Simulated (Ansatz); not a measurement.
# AlN: complex band structure

Aim: the decay constants that govern tunnelling through AlN.

Calculated with Ansatz 0.2.0; PBE DFT, plane waves, PAW files, in the first sound run; inputs show where later runs differ.

## 1. Set-up

It takes space group P6_3/mmc (No. 194, hexagonal). Conventional cell: a = 3.312 Å, b = 3.312 Å, c = 4.188 Å, α = 90.00°, β = 90.00°, γ = 120.00°. Nearest to Al lie 5 N at 1.91 to 2.09 Å. Nearest to N lie 5 Al at 1.91 to 2.09 Å. Farther neighbours and most contacts between anions are not listed.

## 2. The bulk crystal and its band edges

The energy window and the wavevectors of the next steps follow from the band edges, so these are searched first, off the mesh as well.

The input, input.yaml:

```yaml
crystal:
  lattice:
    - [3.3121157418, 0.0, 0.0]
    - [-1.6560578709, 2.8683763727, 0.0]
    - [0.0, 0.0, 4.187563]
  atoms:
    - { symbol: Al, position: [0.3333333333, 0.6666666667, 0.75] }
    - { symbol: Al, position: [0.6666666667, 0.3333333333, 0.25] }
    - { symbol: "N", position: [0.3333333333, 0.6666666667, 0.25] }
    - { symbol: "N", position: [0.6666666667, 0.3333333333, 0.75] }
kpoints:
  mp_grid: { grid: [8, 8, 6] }
  band_path: { path: [VBM, CBM], npoints: 30 }
scf:
  occupations: { method: fixed }
hamiltonian:
  xc: pbe
output:
  eigenvalues: true
```

Launch:

```
$ ansatz run input.yaml --threads 2 --pin off --max-ram 4096MiB --backend cpu --events-out ev --progress --plain --runs-dir out
```

Numbers of over 12 decimals in the logs are rounded to 6 here.

Output:

```text
Engine: ansatz 0.2.0, aarch64-unknown-linux-gnu
Pseudopotentials: kind: paw
Pseudopotential: Al, paw, valence charge 3, recommended cutoff 420 eV (normal), Al.paw.azcp
Pseudopotential: N, paw, valence charge 5, recommended cutoff 420 eV (normal), N.paw.azcp
Functional definition: PBE
  parameter kappa = 0.804
  parameter beta = 0.066725
  exchange = pbe_x(kappa = kappa, mu = beta*pi^2/3)
  correlation = pbe_c(beta = beta)
Crystal: 4 atoms, lattice volume = 39.784 Å³
Basis set: ecut = 420 eV, 769 PW (Γ)
Bands: 12, of which v1, the nominal top of the filled ones, is band 8 counted from 1 (7 counted from 0)
Symmetry: 24 space group operations
Space group: P63/mmc (ITA 194), of the structure as read, at distance tolerance 3.4e-5 Å
k-points: 40 of 384
Non-local potential: Al, projectors of the file, l = 0: 2, l = 1: 2, l = 2: 1
Non-local potential: N, projectors of the file, l = 0: 2, l = 1: 2, l = 2: 1
PAW form: soft (Blöchl's): semilocal exchange-correlation on the pseudo side does not see the compensation charge
PAW one-centre angular grid: Al, 110 points (default); XC on 64 Gauss nodes
PAW one-centre angular grid: N, 110 points (default); XC on 64 Gauss nodes
Initial density: superposition of atomic densities (neutral atoms: chi_scale 0, normalization atom), corrected by the library's trained network
Initial wavefunctions: pseudopotential atomic-orbital guess
Functional: x = pbe(κ = 0.804, μ = 0.219515), c = pbe(β = 0.066725)
SCF iter   1: F=—  HF=-1848.054218 eV  |F-HF|=—  |Δ(HF+E_count)|=         —  Δρ=2.29e-3  dr2=1.63e-3  ethr=1.77e-3  ⟨swp⟩=5.1  Hψ=2661  notcnv=0  defer=74
preconditioner: auto → none  [insulator: Δε(μ)=3.268 eV  Ē_g=13.507 eV  n_scr=8 (ndim 8)  ℏωp=23.5 eV  f_vac=0.000  ε∞_Penn≈4.0]
SCF iter   2: F=—  HF=-1848.054259 eV  |F-HF|=—  |Δ(HF+E_count)|=   4.16e-5  Δρ=8.95e-4  dr2=1.76e-4  ethr=1.02e-5  ⟨swp⟩=2.5  Hψ=1179  notcnv=0  defer=80
SCF iter   3: F=—  HF=-1848.054294 eV  |F-HF|=—  |Δ(HF+E_count)|=   3.52e-5  Δρ=4.19e-4  dr2=2.74e-5  ethr=1.10e-6  ⟨swp⟩=2.0  Hψ=737  notcnv=0  defer=55
SCF iter   4: F=—  HF=-1848.054345 eV  |F-HF|=—  |Δ(HF+E_count)|=   5.04e-5  Δρ=7.47e-5  dr2=7.97e-7  ethr=1.72e-7  ⟨swp⟩=2.7  Hψ=807  notcnv=0  defer=5
iter 5 did not close the SCF: its close was put off for the readings that it lacked (scf_convergence_deferred on its scf_iter line)
SCF iter   5: F=-1848.054347 eV  HF=-1848.054347 eV  |F-HF|=1.96e-8  |Δ(HF+E_count)|=   1.90e-6  Δρ=7.69e-6  dr2=9.64e-9  ethr=4.98e-9  ⟨swp⟩=2.3  Hψ=778  notcnv=0  defer=6
SCF iter   6: F=-1848.054347 eV  HF=-1848.054347 eV  |F-HF|=8.34e-11  |Δ(HF+E_count)|=   2.17e-8  Δρ=4.05e-7  dr2=3.48e-11  ethr=6.03e-11  ⟨swp⟩=3.1  Hψ=2436  notcnv=0
SCF 1 converged in 6 iterations: F = -1848.054347 eV  dr2 = 3.48e-11
  greatest PAW one-centre occupation: 0.788 electrons in one spin orbital (limit 2), on the N atom at site 3 (counted from 0), in its partial waves of l = 0
NSCF: frozen V_eff on 28 k-points
NSCF: frozen V_eff on 28 k-points
[...]
SCF converged after 6 iterations
Free energy (F): -1848.054347 eV
Harris-Foulkes:  -1848.054347 eV  (|F-HF|=8.34e-11)
Internal energy: -1848.054347 eV  (E = F + TS)
E sigma→0 (E₀):  -1848.054347 eV
Fermi energy:    8.999689 eV
--- Per-component energies (eV) ---
  E_band       = 40.474846
  E_kinetic    = 320.569925
  E_local      = -434.259934  (includes V_loc(G=0)·N_el)
  E_nonlocal   = 109.424288
  E_hartree    = 153.860259
  E_xc         = -204.365143
  E_vxc        = -216.981792  (∫ρ·V_xc dr)
  E_paw        = -1189.749257  (= ΣΔE_a)
  E_vpaw       = -45.998308  (= ΣTr[D̂ρ^β])
  E_aug_tail   = 0.000196  (compensation charges beyond the density's cutoff)
  E_ewald      = -603.534681
  E_smearing   = -0.000000  (= −TS)
  E_closure    = -0.000000  (closes the sum)
  Σ components = -1848.054347   (vs F -1848.054347, Δ=0.00e0)
--- Band table (eV; the first three rows and the last of 40) ---
  k-point 0: bands = [... 4 lower, 5.7343, 7.3882, 7.3882, 8.9997, 12.2586, 13.4160, 17.2538, 17.2538]
  k-point 1: bands = [... 4 lower, 5.8343, 7.2694, 7.2694, 8.2688, 12.8663, 13.7188, 17.0727, 17.0727]
  k-point 2: bands = [... 4 lower, 6.1168, 6.8321, 6.9476, 6.9476, 13.9261, 14.4106, 17.0083, 17.0083]
  k-point 39: bands = [... 4 lower, 4.1065, 4.1065, 8.1057, 8.1057, 15.4955, 15.4955, 17.3802, 17.3802]
```

The job ended after 4.3 s (2 threads of Arm Neoverse N1, shared host; peak memory 0.26 GiB).

Numbers from this step:

```
free energy         : -1848.0543 eV
Fermi energy        : 9.000 eV
gap on the k-mesh   : 3.259 eV
gap on path         : 3.259 eV, by band count; negative where bands overlap
direct gap on path  : 3.259 eV
edge places on path : 0, 0 1/A along the path
```

Levels at VBM (eV): -6.85, -3.27, -3.27, -1.61, -1.61, 0.00, 3.26, 4.42.

The searched edges give 3.26 eV, as on the mesh.

## 3. Decaying states in the gap, plane (110), k-mesh 6×13×13

This step: PBE DFT, plane waves, PAW files; complex bands by layer matching along the plane's normal (Ansatz 0.2.0).

The same crystal is laid in a cell whose first two vectors span the (110) plane (indices of the standard conventional cell, whose axes can be ordered otherwise than in the bulk input). At fixed energy and wavevector in the plane the solver finds all kz, real and complex. A few wavevectors are listed, (0, 0) and (0.5, 0) in units of the plane's reciprocal vectors; the slowest state needn't be among them.

The input, input.yaml:

```yaml
crystal:
  lattice:
    - [4.187563, 0.0, 0.0]
    - [0.0, 5.7367527454, 0.0]
    - [0.0, 2.8683763727, 1.6560578709]
  atoms:
    - { symbol: Al, position: [0.25, 0.6666666667, 0.0] }
    - { symbol: Al, position: [0.75, 0.3333333333, 0.0] }
    - { symbol: "N", position: [0.75, 0.6666666667, 0.0] }
    - { symbol: "N", position: [0.25, 0.3333333333, 0.0] }
kpoints:
  mp_grid: { grid: [6, 13, 13] }
scf:
  occupations: { method: fixed }
hamiltonian:
  xc: pbe
output:
  eigenvalues: true
  transmission:
    leads: [[0, 0]]
    kpoints: [[0.0, 0.0], [0.5, 0.0]]
    e_range: [-1.0, 4.26]
    de: 0.11
```

Output:

```text
[...]
Crystal: 4 atoms, lattice volume = 39.784 Å³
Basis set: ecut = 420 eV, 769 PW (Γ)
Bands: 12, of which v1, the nominal top of the filled ones, is band 8 counted from 1 (7 counted from 0)
Symmetry: 24 space group operations
[...]
k-points: 84 of 1014
[...]
SCF iter   1: F=—  HF=-1848.053986 eV  |F-HF|=—  |Δ(HF+E_count)|=         —  Δρ=2.30e-3  dr2=1.64e-3  ethr=1.77e-3  ⟨swp⟩=5.0  Hψ=5575  notcnv=0  defer=148
[...]
SCF iter   6: F=-1848.054124 eV  HF=-1848.054124 eV  |F-HF|=8.21e-11  |Δ(HF+E_count)|=   2.11e-8  Δρ=3.90e-7  dr2=3.22e-11  ethr=5.65e-11  ⟨swp⟩=3.1  Hψ=5203  notcnv=0
SCF 1 converged in 6 iterations: F = -1848.054124 eV  dr2 = 3.22e-11
[...]
transmission: 3 of 6 steps passed
transmission: 6 of 6 steps passed
SCF converged after 6 iterations
Free energy (F): -1848.054124 eV
[...]
Internal energy: -1848.054124 eV  (E = F + TS)
E sigma→0 (E₀):  -1848.054124 eV
Fermi energy:    8.999644 eV
[...]
--- Band table (eV; the first three rows and the last of 84) ---
  k-point 0: bands = [... 4 lower, 5.7342, 7.3881, 7.3881, 8.9996, 12.2586, 13.4159, 17.2537, 17.2537]
  k-point 1: bands = [... 4 lower, 5.3563, 6.7899, 7.4401, 8.6636, 13.1104, 14.1418, 16.5236, 17.8167]
  k-point 2: bands = [... 4 lower, 4.2014, 6.0999, 7.3085, 7.7729, 14.2362, 15.4722, 16.0645, 17.0653]
  k-point 83: bands = [... 4 lower, 5.9834, 5.9834, 7.1921, 7.1921, 14.2276, 14.2276, 18.5139, 18.5139]
--- Transmission ---
  basis      : 203 plane waves across, 3 finite elements along
  points     : 2, as listed
  energies   : 48 from -1.000000 to 4.170000 eV about the Fermi level, 0.110000 eV apart; the leads are filled to 1.629463 eV, and channels, transmission and decay are at 1.640000 eV
  crystal 0  : Al2N2, at the sites [0, 0], period 1.6561 Å: whole cells are its period
    offset         : up to 0.0000 Å between an atom of the period and one for which it stands
    channels       : 0.000000e0 a spin
    conductance    : none, the energies end too early or step too widely for 300 K: set another output.transmission.e_range or a lower de, or, where they end at an eighth of basis.ecutwfc, a higher one
    slowest decay  : 0.2857 /Å at (0.0000, 0.0000)
```

Wall time 39 s (2 threads); peak memory 0.5 GiB.

Numbers from this step:

```yaml
free_energy: -1848.0541 eV
level_to_which_the_leads_are_filled: 1.629 eV from the Fermi level
decay_constant_at_the_filling_level_zone_centre: 0.2857 Å⁻¹
decay_constant_at_the_filling_level_slowest_listed_point: 0.2857 Å⁻¹
```

K parallel (0, 0); values up to 1.5 1/Å, a degenerate pair printed once or twice; energies at which all values exceed this have no row. Im kz of the slowest decaying states against energy, zero at the highest filled level on the SCF mesh:

```csv
energy (eV),decay 1 (Å⁻¹),decay 2 (Å⁻¹),decay 3 (Å⁻¹),decay 4 (Å⁻¹)
-1.00,0.217,0.239,0.437,0.584
-0.78,0.243,0.282,0.436,0.529
-0.56,0.262,0.315,0.434,0.497
-0.34,0.277,0.342,0.431,0.482
-0.12,0.288,0.364,0.427,0.473
-0.01,0.293,0.373,0.425,0.469
0.21,0.226,0.299,0.390,0.419
0.43,0.304,0.321,0.405,0.413
0.65,0.305,0.392,0.406,0.416
0.87,0.305,0.398,0.426,0.445
1.09,0.302,0.389,0.435,0.439
1.31,0.298,0.379,0.431,0.441
1.53,0.290,0.367,0.423,0.447
1.64,0.286,0.361,0.418,0.449
1.86,0.274,0.348,0.408,0.452
2.08,0.260,0.333,0.397,0.454
2.30,0.242,0.316,0.385,0.455
2.52,0.219,0.297,0.371,0.455
2.74,0.189,0.276,0.355,0.454
2.96,0.148,0.252,0.337,0.452
3.18,0.0780,0.223,0.316,0.448
3.29,0.206,0.304,0.446,0.477
3.51,0.167,0.278,0.441,0.452
3.73,0.110,0.247,0.424,0.436
3.95,0.207,0.394,0.429,0.550
4.17,0.154,0.360,0.420,0.522
```

K parallel (0.5, 0); values up to 1.5 1/Å, a degenerate pair printed once or twice; energies at which all values exceed this have no row. Table of Im kz of the slowest decaying states by energy, zero at the highest filled level on the SCF mesh:

```csv
energy (eV),decay 1 (Å⁻¹),decay 2 (Å⁻¹),decay 3 (Å⁻¹),decay 4 (Å⁻¹)
-1.00,0.639,0.888,1.14,-
-0.67,0.236,0.710,0.734,1.07
-0.23,0.457,0.629,0.777,0.969
-0.01,0.534,0.614,0.783,0.909
0.10,0.569,0.608,0.784,0.878
0.43,0.595,0.660,0.783,0.784
0.87,0.582,0.679,0.750,0.777
1.20,0.573,0.624,0.767,0.795
1.64,0.561,0.570,0.749,0.836
1.97,0.536,0.551,0.732,0.856
2.30,0.506,0.540,0.712,0.871
2.74,0.466,0.523,0.681,0.882
3.07,0.435,0.509,0.653,0.887
3.40,0.402,0.492,0.622,0.889
3.84,0.352,0.466,0.573,0.887
4.17,0.306,0.443,0.529,0.883
```

At the listed wavevectors the last open channel is at -0.01 eV and the next at +3.29 eV on the grid. At +1.64 eV, the grid energy nearest the filling level (the middle of the gap on the SCF mesh), the slowest state at the listed wavevectors decays with κ = 0.286 Å⁻¹, its amplitude falling by e over 3.5 Å. Through 1 nm of this crystal that state's transmission falls by exp(−2 × 0.286 Å⁻¹ × 10 Å) = 0.0033.

## 4. Decay over the two-dimensional zone

The listed points could miss the slowest state, so one energy near mid-gap is solved on a mesh of 10×14.

input.yaml: that of step 3 with these lines changed.

```diff
@@ -18,6 +18,2 @@
   eigenvalues: true
-  transmission:
-    leads: [[0, 0]]
-    kpoints: [[0.0, 0.0], [0.5, 0.0]]
-    e_range: [-1.0, 4.26]
-    de: 0.11
+  transmission: { leads: [[0, 0]], kmesh: [10, 14], e_range: [1.63, 1.64], de: 0.05 }
```

Output:

```text
[...]
Crystal: 4 atoms, lattice volume = 39.784 Å³
Basis set: ecut = 420 eV, 769 PW (Γ)
Bands: 12, of which v1, the nominal top of the filled ones, is band 8 counted from 1 (7 counted from 0)
Symmetry: 24 space group operations
[...]
k-points: 84 of 1014
[...]
SCF iter   1: F=—  HF=-1848.053986 eV  |F-HF|=—  |Δ(HF+E_count)|=         —  Δρ=2.30e-3  dr2=1.64e-3  ethr=1.77e-3  ⟨swp⟩=5.0  Hψ=5575  notcnv=0  defer=148
[...]
SCF iter   6: F=-1848.054124 eV  HF=-1848.054124 eV  |F-HF|=8.21e-11  |Δ(HF+E_count)|=   2.11e-8  Δρ=3.90e-7  dr2=3.22e-11  ethr=5.65e-11  ⟨swp⟩=3.1  Hψ=5203  notcnv=0
SCF 1 converged in 6 iterations: F = -1848.054124 eV  dr2 = 3.22e-11
[...]
transmission: 24 of 144 steps passed
transmission: 36 of 144 steps passed
[...]
transmission: 144 of 144 steps passed
SCF converged after 6 iterations
Free energy (F): -1848.054124 eV
[...]
Internal energy: -1848.054124 eV  (E = F + TS)
E sigma→0 (E₀):  -1848.054124 eV
Fermi energy:    8.999644 eV
[...]
--- Band table (eV; the first three rows and the last of 84) ---
  k-point 0: bands = [... 4 lower, 5.7342, 7.3881, 7.3881, 8.9996, 12.2586, 13.4159, 17.2537, 17.2537]
  k-point 1: bands = [... 4 lower, 5.3563, 6.7899, 7.4401, 8.6636, 13.1104, 14.1418, 16.5236, 17.8167]
  k-point 2: bands = [... 4 lower, 4.2014, 6.0999, 7.3085, 7.7729, 14.2362, 15.4722, 16.0645, 17.0653]
  k-point 83: bands = [... 4 lower, 5.9834, 5.9834, 7.1921, 7.1921, 14.2276, 14.2276, 18.5139, 18.5139]
--- Transmission ---
  basis      : 203 plane waves across, 3 finite elements along
  points     : 48, standing for a mesh of 10 x 14
  energies   : 1 from 1.630000 to 1.630000 eV about the Fermi level; the leads are filled to 1.629463 eV, and channels, transmission and decay are at 1.630000 eV
  crystal 0  : Al2N2, at the sites [0, 0], period 1.6561 Å: whole cells are its period
[...]
channels       : 0.000000e0 a spin
    conductance    : none, crystal 0 has no channel at the energies, or these end too early or step too widely for 300 K: set another output.transmission.e_range or a lower de, or, where they end at an eighth of basis.ecutwfc, a higher one
    slowest decay  : 0.2861 /Å at (0.0000, 0.0000)
```

Wall time 56 s (2 threads); peak memory 0.47 GiB.

Numbers from this step:

```
least decay constant on the mesh : 0.2861 Å⁻¹
```

Slowest decay constant (1/Å; 0 where a channel is open) over k1 and k2. At 1.6300 eV from the Fermi level.

Values, 14 rows by 10 columns:
```
0.546 0.479 0.435 0.426 0.438 0.425 0.438 0.426 0.435 0.479
0.548 0.475 0.427 0.419 0.425 0.409 0.425 0.419 0.427 0.475
0.553 0.477 0.423 0.412 0.409 0.384 0.409 0.412 0.423 0.477
0.558 0.482 0.422 0.408 0.394 0.354 0.394 0.408 0.422 0.482
0.560 0.492 0.426 0.407 0.383 0.321 0.383 0.407 0.426 0.492
0.561 0.506 0.432 0.408 0.367 0.296 0.367 0.408 0.432 0.506
0.561 0.520 0.436 0.410 0.361 0.286 0.361 0.410 0.436 0.520
0.561 0.506 0.432 0.408 0.367 0.296 0.367 0.408 0.432 0.506
0.560 0.492 0.426 0.407 0.383 0.321 0.383 0.407 0.426 0.492
0.558 0.482 0.422 0.408 0.394 0.354 0.394 0.408 0.422 0.482
0.553 0.477 0.423 0.412 0.409 0.384 0.409 0.412 0.423 0.477
0.548 0.475 0.427 0.419 0.425 0.409 0.425 0.419 0.427 0.475
0.546 0.479 0.435 0.426 0.438 0.425 0.438 0.426 0.435 0.479
0.546 0.485 0.446 0.435 0.442 0.435 0.442 0.435 0.446 0.485
```
Columns: k1 (b1) from -0.5 to 0.4; rows upwards: k2 (b2) from -0.5 to 0.429.

The least value on the mesh is 0.286 Å⁻¹ at +1.63 eV. At that energy the listed points give about 0.286 Å⁻¹ by interpolation, so the mesh holds no clearly slower state.

## 5. Complex bands, plane (100), k-mesh 8×6×8

The same for the (100) plane, at (0, 0) and (0.5, 0), to see how the decay depends on direction.

The input, input.yaml:

```yaml
crystal:
  lattice:
    - [3.3121157418, 0.0, 0.0]
    - [0.0, 4.187563, 0.0]
    - [1.6560578709, 0.0, 2.8683763727]
  atoms:
    - { symbol: Al, position: [0.3333333333, 0.25, 0.3333333333] }
    - { symbol: Al, position: [0.6666666667, 0.75, 0.6666666667] }
    - { symbol: "N", position: [0.3333333333, 0.75, 0.3333333333] }
    - { symbol: "N", position: [0.6666666667, 0.25, 0.6666666667] }
kpoints:
  mp_grid: { grid: [8, 6, 8] }
scf:
  occupations: { method: fixed }
hamiltonian:
  xc: pbe
output:
  eigenvalues: true
  transmission:
    leads: [[0, 0]]
    kpoints: [[0.0, 0.0], [0.5, 0.0]]
    e_range: [-1.0, 4.26]
    de: 0.13
```

Output:

```text
[...]
Crystal: 4 atoms, lattice volume = 39.784 Å³
Basis set: ecut = 420 eV, 769 PW (Γ)
Bands: 12, of which v1, the nominal top of the filled ones, is band 8 counted from 1 (7 counted from 0)
Symmetry: 24 space group operations
[...]
k-points: 40 of 384
[...]
SCF iter   1: F=—  HF=-1848.054211 eV  |F-HF|=—  |Δ(HF+E_count)|=         —  Δρ=2.29e-3  dr2=1.63e-3  ethr=1.77e-3  ⟨swp⟩=5.0  Hψ=2657  notcnv=0  defer=72
[...]
SCF iter   6: F=-1848.054347 eV  HF=-1848.054347 eV  |F-HF|=8.78e-11  |Δ(HF+E_count)|=   2.22e-8  Δρ=4.14e-7  dr2=3.61e-11  ethr=6.18e-11  ⟨swp⟩=3.1  Hψ=2443  notcnv=0
SCF 1 converged in 6 iterations: F = -1848.054347 eV  dr2 = 3.61e-11
[...]
transmission: 4 of 8 steps passed
transmission: 8 of 8 steps passed
SCF converged after 6 iterations
Free energy (F): -1848.054347 eV
[...]
Internal energy: -1848.054347 eV  (E = F + TS)
E sigma→0 (E₀):  -1848.054347 eV
Fermi energy:    8.999689 eV
[...]
--- Band table (eV; the first three rows and the last of 40) ---
  k-point 0: bands = [... 4 lower, 5.7343, 7.3882, 7.3882, 8.9997, 12.2586, 13.4160, 17.2538, 17.2538]
  k-point 1: bands = [... 4 lower, 5.4907, 6.7869, 7.4726, 8.7027, 13.0226, 14.0541, 16.6195, 17.7291]
  k-point 2: bands = [... 4 lower, 5.0297, 5.7730, 7.5550, 7.8935, 13.7566, 15.0574, 16.7288, 17.7949]
  k-point 39: bands = [... 4 lower, 4.1065, 4.1065, 8.1057, 8.1057, 15.4955, 15.4955, 17.3802, 17.3802]
--- Transmission ---
  basis      : 119 plane waves across, 4 finite elements along
  points     : 2, as listed
[...]
crystal 0  : Al2N2, at the sites [0, 0], period 2.8684 Å: whole cells are its period
[...]
channels       : 0.000000e0 a spin
[...]
slowest decay  : 0.2887 /Å at (0.0000, 0.0000)
```

The job ended after 9.8 s (2 threads; peak memory 0.32 GiB; 15 s of CPU time).

This step gave:

```yaml
free_energy: -1848.0543 eV
decay_constant_at_the_filling_level_zone_centre: 0.2887 Å⁻¹
decay_constant_at_the_filling_level_slowest_listed_point: 0.2887 Å⁻¹
```

[end of part 1 of 2]

[Logs are printed without paths, hosts, clocks, repeated set-up lines and the standing remarks that a program may print on its own settings, such as how far it seeks lower states.]

[Hosts, paths, dates, database ids (printed as entryN), source tags and the programs' standing remarks are cut or masked in the printed files.]
